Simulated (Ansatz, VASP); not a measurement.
Sn: VASP beside Ansatz

```xyz
1
Lattice="-1.8947 1.8947 1.8947 1.8947 -1.8947 1.8947 1.8947 1.8947 -1.8947" Properties=species:S:1:pos:R:3 pbc="T T T"
Sn    0.0000    0.0000    0.0000
```

This isn't the form of Sn at room conditions, which is tetragonal (white tin).

Alike in both runs: task relaxation of cell and atoms; functional r2SCAN; k mesh 10 × 10 × 10; occupations fermi-dirac, width 0.05 eV; no spin polarisation.

```csv
,VASP,Ansatz
version,VASP 6.6.1,Ansatz 0.2.0
potentials or method,"VASP PAW PBE potentials, release 64 (Sn_d)",Ansatz PAW
plane-wave cutoff (eV),600,500
valence electrons in the cell,14,14
```

Ansatz gave:

```
gap on the k mesh at the Fermi level, each at its own relaxed structure (eV) : none
relaxed volume (Å³/atom)                                                     : 26.76
relaxed cell length with the largest relative difference (Å)                 : 3.264
energy change over the relaxation (meV/atom)                                 : -1
```

Which values does VASP return?

gap on the k mesh at the Fermi level, each at its own relaxed structure (eV): none; relaxed volume (Å³/atom): 26.79; relaxed cell length with the largest relative difference (Å): 3.265; energy change over the relaxation (meV/atom): -1.

A gap of «none» marks a metal or a gap that the smearing closes.

Caveats: the PAW data sets were made with another functional, which shifts forces and pressure a little (VASP); the plane-wave basis is chosen anew once the cell has moved, so the energies of steps on either side of that aren't comparable (Ansatz); the PAW data sets come from PBE, with cores solved anew for the run's functional, which leaves a small shift of forces and pressure (Ansatz).
